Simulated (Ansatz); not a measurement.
The calculation used DFT r2SCAN, scalar-relativistic, plane waves, PAW in Ansatz.

Structure of Te2Mo:

```
Te Mo
1.0
     6.34114    0.00000    0.14790
     0.00000    3.49583    0.00000
    -0.62538    0.00000   14.90922
Te Mo
8 4
Direct
  0.57321 0.75000 0.36244
  0.42679 0.25000 0.63756
  0.57632 0.25000 0.09805
  0.42368 0.75000 0.90195
  0.08481 0.75000 0.13759
  0.91519 0.25000 0.86241
  0.06757 0.25000 0.40193
  0.93243 0.75000 0.59807
  0.32010 0.75000 0.50674
  0.67990 0.25000 0.49326
  0.18050 0.25000 0.00681
  0.81950 0.75000 0.99319
```

Settings: cutoff 500 eV, Γ-centred mesh 6×10×4 on the computed 12-atom cell, Gaussian smearing of 0.10 eV; no spin polarisation.

Levels along Γ–Z–D–B–Γ–A–E–Z–C2–Y2–Γ, in eV from the Fermi level, sorted by energy at each point. Points in fractions of the primitive reciprocal vectors: Γ (0.000 0.000 0.000), Z (0.000 0.500 0.000), D (0.000 0.500 0.500), B (0.000 0.000 0.500), A (-0.500 0.000 0.500), E (-0.500 0.500 0.500), C2 (-0.500 0.500 0.000), Y2 (-0.500 0.000 0.000).
```
point k (1/Å, with 2π) band 89  band 90  band 91  band 92  band 93  band 94  band 95
    Γ             0.000    -0.41    -0.23    -0.03     0.06     0.68     0.85     1.00
    -             0.180    -0.53    -0.20    -0.04     0.01     0.07     0.09     1.33
    -             0.359    -0.91    -0.65    -0.57    -0.13    -0.06     0.13     1.20
    -             0.539    -1.24    -0.96    -0.76    -0.46     0.29     0.52     1.06
    -             0.719    -1.50    -1.33    -1.08    -1.06     0.85     0.99     1.17
    Z             0.899    -1.57    -1.57    -1.56    -1.56     1.22     1.22     1.28
    -             0.941    -1.57    -1.57    -1.56    -1.56     1.22     1.22     1.28
    -             0.983    -1.57    -1.57    -1.57    -1.57     1.22     1.22     1.28
    -             1.025    -1.58    -1.58    -1.57    -1.57     1.22     1.22     1.27
    -             1.067    -1.59    -1.59    -1.57    -1.57     1.23     1.23     1.27
    D             1.109    -1.59    -1.59    -1.57    -1.57     1.23     1.23     1.27
    -             1.289    -1.43    -1.42    -1.08    -1.07     0.91     0.92     1.19
    -             1.469    -1.15    -1.15    -0.57    -0.57     0.40     0.41     1.09
    -             1.648    -0.86    -0.85    -0.27    -0.27     0.01     0.02     1.24
    -             1.828    -0.30    -0.30    -0.07    -0.06     0.09     0.10     1.37
    B             2.008    -0.28    -0.27     0.01     0.01     0.74     0.75     1.01
    -             2.050    -0.30    -0.25     0.00     0.03     0.72     0.77     1.01
    -             2.092    -0.34    -0.24    -0.01     0.04     0.70     0.80     1.00
    -             2.134    -0.37    -0.23    -0.02     0.05     0.69     0.82     1.00
    -             2.176    -0.40    -0.23    -0.03     0.06     0.68     0.84     1.00
    Γ             2.219    -0.41    -0.23    -0.03     0.06     0.68     0.85     1.00
    -             2.325    -0.38    -0.22    -0.11    -0.04     0.63     0.78     1.01
    -             2.432    -0.40    -0.30    -0.26    -0.25     0.50     0.60     1.01
    -             2.539    -0.54    -0.53    -0.52    -0.41     0.35     0.41     0.99
    -             2.646    -0.74    -0.74    -0.64    -0.61     0.26     0.28     0.97
    A             2.753    -0.85    -0.84    -0.72    -0.69     0.23     0.23     0.97
    -             2.933    -0.96    -0.95    -0.64    -0.61     0.49     0.49     0.59
    -             3.113    -1.23    -1.22    -0.68    -0.66     0.42     0.44     0.80
    -             3.292    -1.26    -1.25    -0.98    -0.97     0.59     0.60     1.05
    -             3.472    -1.16    -1.14    -1.01    -1.00     0.91     0.92     1.21
    E             3.652    -1.02    -1.02    -1.00    -1.00     1.17     1.17     1.17
    -             3.759    -1.09    -1.09    -1.07    -1.07     1.16     1.16     1.20
    -             3.866    -1.25    -1.25    -1.23    -1.23     1.17     1.17     1.23
    -             3.973    -1.44    -1.44    -1.41    -1.41     1.20     1.20     1.25
    -             4.080    -1.57    -1.57    -1.52    -1.52     1.22     1.22     1.27
    Z             4.186    -1.57    -1.57    -1.56    -1.56     1.22     1.22     1.28
    -             4.285    -1.57    -1.57    -1.52    -1.52     1.21     1.21     1.27
    -             4.385    -1.45    -1.45    -1.40    -1.40     1.20     1.20     1.25
    -             4.484    -1.25    -1.25    -1.24    -1.24     1.17     1.17     1.23
    -             4.583    -1.09    -1.09    -1.07    -1.07     1.16     1.16     1.20
   C2             4.682    -1.02    -1.02    -1.01    -1.01     1.17     1.17     1.18
    -             4.862    -1.16    -1.15    -1.00    -1.00     0.91     0.91     1.23
    -             5.041    -1.23    -1.23    -0.99    -0.99     0.57     0.58     1.08
    -             5.221    -1.16    -1.16    -0.71    -0.70     0.41     0.42     0.83
    -             5.401    -0.95    -0.94    -0.67    -0.67     0.46     0.47     0.63
   Y2             5.580    -0.85    -0.84    -0.77    -0.76     0.21     0.22     0.97
    -             5.680    -0.76    -0.75    -0.73    -0.58     0.23     0.29     0.97
    -             5.779    -0.59    -0.54    -0.51    -0.37     0.34     0.43     0.99
    -             5.878    -0.43    -0.31    -0.25    -0.24     0.49     0.62     1.01
    -             5.977    -0.39    -0.21    -0.11    -0.03     0.62     0.79     1.01
    Γ             6.076    -0.41    -0.23    -0.03     0.06     0.68     0.85     1.00
```

Spin-orbit coupling is left out, which matters for the bands of heavy elements. The cell holds layers, and where no dispersion correction was added their binding is poorly described.

Cost: 1 run of about 11 core-minutes, on Intel Xeon 6975P-C (Granite Rapids) (shared hosts).